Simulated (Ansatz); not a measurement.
# Formation energy and levels of the substitutional impurity Cl_O in SrO (Fm-3m)

Wanted: the transition levels of a substitutional impurity in SrO (Fm-3m), from a cell of 24 host atoms with 1 O taken out and 1 Cl put in.

Calculated with Ansatz 0.2.0; place-levels on PBEsol runs: charge-transition levels and formation energies with image-charge correction and potential alignment at the atomic sites.

## 1. Starting point

The cell holds 24 atoms: 12 Sr, 11 O and 1 Cl. Its edges and angles: a = 7.244 Å, b = 7.244 Å, c = 10.866 Å, α = 60.0°, β = 60.0°, γ = 60.0°. It derives from SrO (space group Fm-3m). Nearest the centre at fractional (0.500, 0.500, 0.667): Cl24 at 0.00 Å, Sr17 at 2.56 Å, Sr11 at 2.56 Å, Sr5 at 2.56 Å, Sr21 at 2.56 Å, Sr15 at 2.56 Å, Sr9 at 2.56 Å, O8 at 3.62 Å.

Known beforehand: the electronic dielectric constant, 3.87, and the static one, 19.76, computed on the host (DFPT, PBEsol).

The cell's shortest repeat is 7.2 Å.

## 2. Charge states

A transition level is the Fermi level at which two charge states cost the same, so each charge needs its own total energy, at its own relaxed structure.

The atoms start from small random displacements, which break the site symmetry. Forces are taken at the zone centre alone. The cell holds 1 electron fewer than the neutral one, with a uniform background that keeps it neutral on the whole.

One state's input; the others differ in charge, spin, start and seed, and in occupations where the table says so.

Input file qp1.relax/input.yaml:

```yaml
crystal:
  lattice:
    - [0.0, 5.12242307, 5.12242307]
    - [5.12242307, 0.0, 5.12242307]
    - [7.68363461, 7.68363461, 0.0]
  atoms:
    - { symbol: Sr, position: [0.25, 0.25, 0.16666667] }
    - { symbol: O, position: [0.0, 0.0, 0.0] }
    - { symbol: Sr, position: [0.25, 0.25, 0.5] }
    - { symbol: O, position: [0.0, 0.0, 0.33333333] }
    - { symbol: Sr, position: [0.25, 0.25, 0.83333333] }
    - { symbol: O, position: [0.0, 0.0, 0.66666667] }
    - { symbol: Sr, position: [0.25, 0.75, 0.16666667] }
    - { symbol: O, position: [0.0, 0.5, 0.0] }
    - { symbol: Sr, position: [0.25, 0.75, 0.5] }
    - { symbol: O, position: [0.0, 0.5, 0.33333333] }
    - { symbol: Sr, position: [0.25, 0.75, 0.83333333] }
    - { symbol: O, position: [0.0, 0.5, 0.66666667] }
    - { symbol: Sr, position: [0.75, 0.25, 0.16666667] }
    - { symbol: O, position: [0.5, 0.0, 0.0] }
    - { symbol: Sr, position: [0.75, 0.25, 0.5] }
    - { symbol: O, position: [0.5, 0.0, 0.33333333] }
    - { symbol: Sr, position: [0.75, 0.25, 0.83333333] }
    - { symbol: O, position: [0.5, 0.0, 0.66666667] }
    - { symbol: Sr, position: [0.75, 0.75, 0.16666667] }
    - { symbol: O, position: [0.5, 0.5, 0.0] }
    - { symbol: Sr, position: [0.75, 0.75, 0.5] }
    - { symbol: O, position: [0.5, 0.5, 0.33333333] }
    - { symbol: Sr, position: [0.75, 0.75, 0.83333333] }
    - { symbol: Cl, position: [0.5, 0.5, 0.66666667] }
  host:
    repeats: [2, 2, 3]
    atoms:
      - { symbol: Sr, position: [0.5, 0.5, 0.5] }
      - { symbol: O, position: [0.0, 0.0, 0.0] }
total_charge: 1
basis:
  ecutwfc: 420
  xc_grid: 2
hamiltonian:
  xc: pbesol
kpoints:
  mp_grid: { grid: [1, 1, 1] }
scf:
  occupations: { method: fixed }
  max_iter: 60
output:
  forces: true
  charged_corrections:
    epsilon: 3.87
    static_epsilon: 19.76
    defect_position: [0.5, 0.5, 0.666667]
relax:
  f_tol: 0.02
  max_steps: 80
  random_displacement: { seed: 3389 }
checkpoint:
  write: "../qp1.relax.run"
  compress: false
  write_wavefunctions: true
  write_every: 100000
```

Command:

```
> ansatz run input.yaml --threads 2 --pin off --max-ram 3768MiB --backend cpu --events-out ev --progress --plain --runs-dir out
```

The relaxed structure is kept and the sampling changed to a 2×2×2 shifted mesh.

The run of this state that the levels use, under PBEsol:

Input file qp1.point/input.yaml:

```yaml
crystal:
  checkpoint: "../qp1.relax.run"
  host: checkpoint
total_charge: 1
basis:
  ecutwfc: 420
  xc_grid: 2
hamiltonian:
  xc: pbesol
kpoints:
  mp_grid: { grid: [2, 2, 2], shift: [0.5, 0.5, 0.5] }
scf:
  occupations: { method: fermi_dirac, width: 0.01 }
  max_iter: 60
output:
  forces: true
  eigenvalues: true
  charged_corrections:
    epsilon: 3.87
    static_epsilon: 19.76
    defect_position: [0.5, 0.5, 0.666667]
  eigenstates: { localisation: true }
  populations: true
  band_densities: [{ bands: [v1, v1] }, { bands: [c1, c1] }]
  write_density: true
  write_potential: true
  volumetric_format: npy
checkpoint:
  read: "../qp1.relax.run"
  write: "../qp1.point.run"
  compress: false
  write_wavefunctions: false
  write_every: 100000
```

Relaxations under PBEsol at the zone centre alone; times on 2 threads of Arm Neoverse N1, shared host:

```csv
charge,moment (μB),occupations,outcome,steps,largest displacement against the far atoms (Å),time
0,1,fixed,converged,6,0.20,51 s
+1,0,fixed,converged,5,0.19,20 s
```

Single points under PBEsol at a 2×2×2 shifted mesh; times on 2 threads of Arm Neoverse N1, shared host:

```
charge  moment (μB)  occupations    outcome     time
     0            1  fermi-dirac  converged  1.9 min
    +1            0  fermi-dirac  converged     42 s
```

Distances (Å) from Cl24 to the nearest atoms after relaxation with PBEsol:

```csv
charge,moment (μB),1.,2.,3.,4.,5.,6.
0,1,Sr 2.73,Sr 2.73,Sr 2.73,Sr 2.73,Sr 2.76,Sr 2.76
+1,0,Sr 2.75,Sr 2.75,Sr 2.75,Sr 2.75,Sr 2.75,Sr 2.75
```

## 3. Levels against the band edges, PBEsol

A charged cell interacts with its images and the background, and its potential has another zero than the host's. place-levels removes the first by a point-charge model, screened by the static dielectric constant since the ions have relaxed around the charge, and the second by comparing potentials at atoms far from the defect.

The host is a run of the defect-free crystal in the same cutoffs, grids and k-points, so that basis and sampling errors cancel in part in the differences. The host is run in a cell of 2 atoms on a matching mesh. Its band edges are searched through the zone by a band path, so the gap is smaller than, or equal to, that on the mesh. Chemical potentials are energies per atom of O (O2 molecule) and Cl (Cl2 molecule), run with the same functional and cutoff.

Input file levels.point.yaml:

```yaml
host:
  run: host.point.run
states: [q0_M1.point.run, qp1.point.run]
geometry_from:
  q0_M1.point.run: q0_M1.relax.run
  qp1.point.run: qp1.relax.run
chemical_potentials:
  O:
    energy: -558.282649
    dataset: "<sha256 of the dataset>"
  Cl:
    energy: -1060.711994
    dataset: "<sha256 of the dataset>"
```

Command:

```
> ansatz place-levels levels.point.yaml -- --threads 2 --pin off --max-ram 3768MiB
```

The log of the run:

```text
(+1/0) 3.197 eV above the valence edge (+3.396 eV without the band-filling correction), 0.000 eV under the conduction edge
formation energy of charge +1: +0.092 eV with the Fermi level at the valence edge
formation energy of charge 0: +3.289 eV with the Fermi level at the valence edge
  edges by pbesol, gap 3.197 eV; the host is sampled to repeats of 14.49 Å
  the defect's cells are sampled to repeats of 14.49 Å, like sampling
  charge +1: -49183.6153 eV with its correction of +0.431 eV, at epsilon 19.76, aligned at sites: +0.2932 eV, mean over 17 atomic sites at or beyond 3.62 Å from the defect at [0.5000, 0.5000, 0.6667], with -0.084074 for the charge's moments and without [...]
  charge 0: +0.000 eV for its dipole among its images, +0.000 omitted
  of states[1] (qp1.point.run): how wide its charge is, is not read beside other atoms or cores, and a band state would take no correction. [...]
  of states[0] (q0_M1.point.run): a band-filling correction moves a carrier to the host's band edge, which changes its energy by -0.200 eV; [...]
```

Wall time 0.2 s (2 threads of Arm Neoverse N1, shared host).

Under PBEsol the gap is 3.20 eV, (+1/0) 3.20 (with band filling) eV.

Levels between the charges placed, in eV above the valence top:

|  | gap (eV) | (+1/0) |
| --- | --- | --- |
| PBEsol | 3.20 | 3.20 |

Corrections by state:

```csv
charge,moment (μB),image terms and alignment (eV),band filling (eV),ε used,"over the lowest of its charge, as the program ranks them, band filling apart (eV)"
+1,0.0,0.431,-,19.76,0.000
0,1.0,0.000,-0.200,-,0.000
```

From the program's caveats on the states, each cut to its opening words:

- charge +1: how wide its charge is, is not read beside other atoms or cores, and a band state would take no correction
- charge +1: its alignment with the host at atomic sites is doubtful: the mean over the far sites moves by +0.3333 eV from their farther parts to their nearer, more than [...]
- charge +1: the far atoms show a dipole or second moment of the defect's charge, for which the correction takes or leaves out 0.084 eV: further moments aren't read, and [...]
- charge +1: its displacements don't fall off away from the defect: farther atoms stand 0.083 Å off the host's places
- charge 0 (1 μB): a band-filling correction moves a carrier to the host's band edge, which changes its energy by -0.200 eV
- charge 0 (1 μB): its alignment with the host at atomic sites is doubtful: the mean over the far sites moves by +0.2353 eV from their farther parts to their nearer, more than [...]
- charge 0 (1 μB): its displacements don't fall off away from the defect: farther atoms stand 0.078 Å off the host's places
- charge 0 (1 μB): its moments are held at its close (magnetization.spin_locking), by a field of 0.105 eV a Bohr magneton, and its energy and levels are of the state that this [...]

The host's formation energy from the elements is -2.809 eV per atom; it sets how far the chemical potentials can move.

Limit set by the element alone; other compounds of these elements are not counted. Chemical potentials from the elements' reference states: O 0.00 eV, Sr -5.62 eV, Cl 0.00 eV. Formation energy by charge state (O-rich; gap 3.20 eV):

```csv
charge,at valence top (eV),at conduction bottom (eV),correction included (eV)
+1,0.09,3.29,0.43
0,3.29,3.29,-0.20
```

```
Fermi level (eV)  lowest formation energy (eV)
            0.00                          0.09
            0.29                          0.38
            0.58                          0.67
            0.87                          0.96
            1.16                          1.25
            1.45                          1.54
            1.74                          1.84
            2.04                          2.13
            2.33                          2.42
            2.62                          2.71
            2.91                          3.00
            3.20                          3.29
```

Formation energies (eV), Sr-rich (Δμ(Sr) = 0.00 eV, Δμ(O) = -5.62 eV, Δμ(Cl) = 0.00 eV):

```
charge  Fermi level at the valence top  at the conduction bottom
    +1                           -5.53                     -2.33
     0                           -2.33                     -2.33
```

## 4. The same at the relaxations' own k-points

The relaxations' own energies give the levels at their sampling, for comparison.

levels.relax_mesh.yaml is levels.point.yaml with these lines changed:

```diff
-  run: host.point.run
-states: [q0_M1.point.run, qp1.point.run]
-geometry_from:
-  q0_M1.point.run: q0_M1.relax.run
-  qp1.point.run: qp1.relax.run
+  run: host.relax.run
+states: [q0_M1.relax.run, qp1.relax.run]
```

Command:

```
> ansatz place-levels levels.relax_mesh.yaml -- --threads 2 --pin off --max-ram 3768MiB
```

The log of the run:

```text
(+1/0) 2.778 eV above the valence edge, 0.343 eV under the conduction edge
formation energy of charge +1: +0.193 eV with the Fermi level at the valence edge
formation energy of charge 0: +2.971 eV with the Fermi level at the valence edge
  edges by pbesol, gap 3.121 eV; the host is sampled to repeats of 7.24 Å
[... the lines on each state left out ...]
```

Levels between neighbouring charges, in eV above the valence top:

```
                       gap (eV)  (+1/0)
the zone centre alone      3.12    2.78
 a 2×2×2 shifted mesh      3.20    3.20
```

Going from the zone centre alone to a 2×2×2 shifted mesh moves formation energies against the elements by up to 0.32 eV; band-filling terms, which differ between samplings, are in these energies.

## 5. Levels against the band edges, PBE

PBE on the same structure is run to see how far the result rests on the functional, though not on the errors that semilocal functionals share; the sampling changes too, to the zone centre alone, so differences hold both changes.

Input file qp1.pbe/input.yaml:

```yaml
crystal:
  checkpoint: "../qp1.relax.run"
  host: checkpoint
total_charge: 1
basis:
  ecutwfc: 420
  xc_grid: 2
hamiltonian:
  xc: pbe
kpoints:
  mp_grid: { grid: [1, 1, 1] }
scf:
  occupations: { method: fermi_dirac, width: 0.01 }
  max_iter: 60
output:
  forces: true
  eigenvalues: true
  charged_corrections:
    epsilon: 3.87
    static_epsilon: 19.76
    defect_position: [0.5, 0.5, 0.666667]
checkpoint:
  read: "../qp1.relax.run"
  write: "../qp1.pbe.run"
  compress: false
  write_wavefunctions: false
  write_every: 100000
```

Run time: 5.6 s. Hardware: 2 threads; peak memory 0.48 GiB; 10 s of CPU time.

Input file levels.pbe.yaml:

```yaml
host:
  run: host.pbe.run
states: [q0_M1.pbe.run, qp1.pbe.run]
geometry_from:
  q0_M1.pbe.run: q0_M1.relax.run
  qp1.pbe.run: qp1.relax.run
chemical_potentials:
  O:
    energy: -564.96818
    dataset: "<sha256 of the dataset>"
  Cl:
    energy: -1079.444193
    dataset: "<sha256 of the dataset>"
```

Command:

```
> ansatz place-levels levels.pbe.yaml -- --threads 2 --pin off --max-ram 3768MiB
```

The log of the run:

```text
(+1/0) 2.885 eV above the valence edge, 0.354 eV under the conduction edge
formation energy of charge +1: +0.597 eV with the Fermi level at the valence edge
formation energy of charge 0: +3.483 eV with the Fermi level at the valence edge
  edges by pbe, gap 3.240 eV; the host is sampled to repeats of 7.24 Å
[... the lines on each state left out ...]
```

Run time: 0.2 s. Hardware: 2 threads.

Under PBE the gap is 3.24 eV, (+1/0) 2.89 eV.

## 6. Placing the levels, LDA

LDA on the same structure is run to see how far the result rests on the functional, though not on the errors that semilocal functionals share.

Input file qp1.lda/input.yaml:

```yaml
crystal:
  checkpoint: "../qp1.relax.run"
  host: checkpoint
total_charge: 1
basis:
  ecutwfc: 420
  xc_grid: 2
hamiltonian:
  xc: lda
kpoints:
  mp_grid: { grid: [1, 1, 1] }
scf:
  occupations: { method: fermi_dirac, width: 0.01 }
  max_iter: 60
output:
  forces: true
  eigenvalues: true
  charged_corrections:
    epsilon: 3.87
    static_epsilon: 19.76
    defect_position: [0.5, 0.5, 0.666667]
  eigenstates: { localisation: true }
  populations: true
  band_densities: [{ bands: [v1, v1] }, { bands: [c1, c1] }]
  write_density: true
  write_potential: true
  volumetric_format: npy
  elf: true
checkpoint:
  write: "../qp1.lda.run"
  compress: false
  write_wavefunctions: false
  write_every: 100000
```

Elapsed: 6.6 s, on 2 threads; peak memory 0.46 GiB; 12 s of CPU time.

Input file levels.lda.yaml:

```yaml
host:
  run: host.lda.run
states: [q0_M1.lda.run, qp1.lda.run]
geometry_from:
  q0_M1.lda.run: q0_M1.relax.run
  qp1.lda.run: qp1.relax.run
chemical_potentials:
  O:
    energy: -552.351713
    dataset: "<sha256 of the dataset>"
  Cl:
    energy: -1043.763907
    dataset: "<sha256 of the dataset>"
```

Command:

```
> ansatz place-levels levels.lda.yaml -- --threads 2 --pin off --max-ram 3768MiB
```

The log of the run:

```text
(+1/0) 2.769 eV above the valence edge, 0.299 eV under the conduction edge
formation energy of charge +1: +0.008 eV with the Fermi level at the valence edge
formation energy of charge 0: +2.777 eV with the Fermi level at the valence edge
  edges by lda, gap 3.068 eV; the host is sampled to repeats of 7.24 Å
[... the lines on each state left out ...]
```

It took 0.21 s on 2 threads.

Under LDA the gap is 3.07 eV, (+1/0) 2.77 eV; the stage before (PBE) gave a gap of 3.24 eV and levels within 0.12 eV of these.

## 7. Another choice

In this try the input is made faulty on purpose, to show what that does.

A choice is tested by changing it alone.

levels.try1.yaml is levels.point.yaml with these lines changed:

```diff
+epsilon: 3.87
+static_epsilon: 3.87
```

Command:

```
> ansatz place-levels levels.try1.yaml -- --threads 2 --pin off --max-ram 3768MiB
```

The log of the run:

```text
(+1/0) 3.007 eV above the valence edge, 0.189 eV under the conduction edge
formation energy of charge +1: +0.481 eV with the Fermi level at the valence edge
formation energy of charge 0: +3.489 eV with the Fermi level at the valence edge
  edges by pbesol, gap 3.197 eV; the host is sampled to repeats of 14.49 Å
[... the lines on each state left out ...]
```

The change: the electronic dielectric constant for relaxed ions.

Levels in eV above the valence top; the changed ones are not the defect's:

|  | gap (eV) | (+1/0) |
| --- | --- | --- |
| changed | 3.20 | 3.01 |
| as set up | 3.20 | 3.20 |

The largest shift is 0.19 eV, band-filling terms included.

## 8. Side by side

Levels between neighbouring charges, in eV above each run's own valence top:

|  | gap (eV) | (+1/0) | CPU time a state at this stage (restarts are quicker than cold starts) |
| --- | --- | --- | --- |
| PBEsol, 2×2×2 shifted mesh | 3.20 | 3.20 | 2.6 min |
| PBE on PBEsol structures, zone centre alone | 3.24 | 2.89 | 16 s |
| LDA on PBEsol structures, zone centre alone | 3.07 | 2.77 | 27 s |

## 9. Results

* gap of the host: 3.20 eV (PBEsol)
* level (plus 1/0): 3.20 eV above the valence top, at the conduction bottom (3.40 eV above the valence top without the band-filling term)
* lowest of the charges placed, just above the valence top (0.02 eV): +1
* lowest of the charges placed, just below the conduction bottom (0.02 eV): +1
* lowest formation energy at mid-gap of the charges run, O-rich: 1.69 eV
* lowest formation energy at mid-gap of the charges run, Sr-rich: -3.93 eV

**Reading.** Of the charges placed (0 and +1), +1 is the lowest from 0.02 eV above the valence top to 0.02 eV below the conduction bottom, a gap of 3.20 eV. Charges above +1 and below 0 were not placed, so these runs say nothing of levels that involve them. States placed: +1 at 0 μB; 0 at 1 μB. Other spin states or structures, where not listed, weren't placed. The program finds carriers beyond a band edge of the host and adds a band-filling term at charge 0 (-0.20 eV); steps to such a charge show no bound level, and a defect level inside a band would be read the same way. Cl is taken at its element; compounds, which aren't counted here, bound the chemical potentials and would shift these formation energies. The lowest formation energy (Sr-rich) is negative across the gap, so the defect would form by itself: these chemical potentials lie beyond what competing compounds allow, or the host is unstable against it. Going from the zone centre alone to a 2×2×2 shifted mesh moves formation energies against the elements by up to 0.32 eV; band-filling terms, which differ between samplings, are in these energies. The program doubts the alignment of potentials for at least one state, a sign that the cell is small. Keep in mind: the images are only 7.2 Å apart; PBEsol makes the gap too small and tends to spread out bound carriers; where a gas molecule sets a chemical potential or the host's formation energy, its binding is uncorrected; force components of up to 0.19 eV/Å remain in a run at the final settings.

[Logs are printed without paths, hosts, clocks, repeated set-up lines and the standing remarks that a program may print on its own settings, such as how far it seeks lower states.]

[Hosts, paths, dates, database ids (printed as entryN), source tags and the programs' standing remarks are cut or masked in the printed files.]

[Where a table of states has a column of steps, it counts the stored structures, which are thinned; the runs took as many ionic steps or more.]

[A defect's name tells the site on which it was built; relaxed atoms can leave that site.]

[For some hosts the program warned that the k-mesh of the response run may be too coarse for force constants and the static dielectric constant; such warnings are not shown here.]
